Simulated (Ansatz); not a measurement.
Te:

```
Te
1.0
     4.45400    0.00000    0.00000
    -2.22700    3.85728    0.00000
     0.00000    0.00000    5.92400
Te
3
Direct
  0.73100 0.73100 0.00000
  0.00000 0.26900 0.66667
  0.26900 0.00000 0.33333
```

* Program: Ansatz 0.2.0
* Task: relaxation of cell and atoms
* Functional: revPBE
* Potentials or basis: Ansatz PAW
* Cutoff: 420 eV (not typed: the program's choice for these potentials)
* k mesh: 7 × 7 × 5
* Occupations: fermi-dirac, width 0.05 eV
* Spin: no spin polarisation

At the start: volume 33.93 Å³/atom.

How do energy, volume and symmetry change on relaxing?

It ends after 9 steps and the volume is 38.26 Å³/atom (+12.8 %); space group P3_121 (No. 152, to 0.05 Å).

The path:
```csv
step,energy change (eV),largest force (eV/Å),volume (Å³)
1,0.0000,0.1479,101.78
2,-0.0286,0.2378,110.52
3,-0.0448,0.1077,108.72
4,-0.0472,0.1127,109.20
5,-0.0523,0.0340,109.96
6,-0.0545,0.0163,112.40
7,-0.0572,0.0011,114.27
8,-0.0572,0.0017,114.78
9,-0.0588,0.0015,114.78
```

Final structure:
```
Te
1.0
     4.73418    0.00000    0.00000
    -2.36709    4.09992    0.00000
     0.00000    0.00000    5.91357
Te
3
Direct
  0.74806 0.74806 0.00000
  0.00000 0.25194 0.66667
  0.25194 0.00000 0.33333
```

Caveat: the plane-wave basis is chosen anew once the cell has moved, so the energies of steps on either side of that aren't comparable; the volume moved by +13 % from the deposited cell, more than functionals usually miss; the PAW data sets come from PBE, with cores solved anew for the run's functional, which leaves a small shift of forces and pressure.
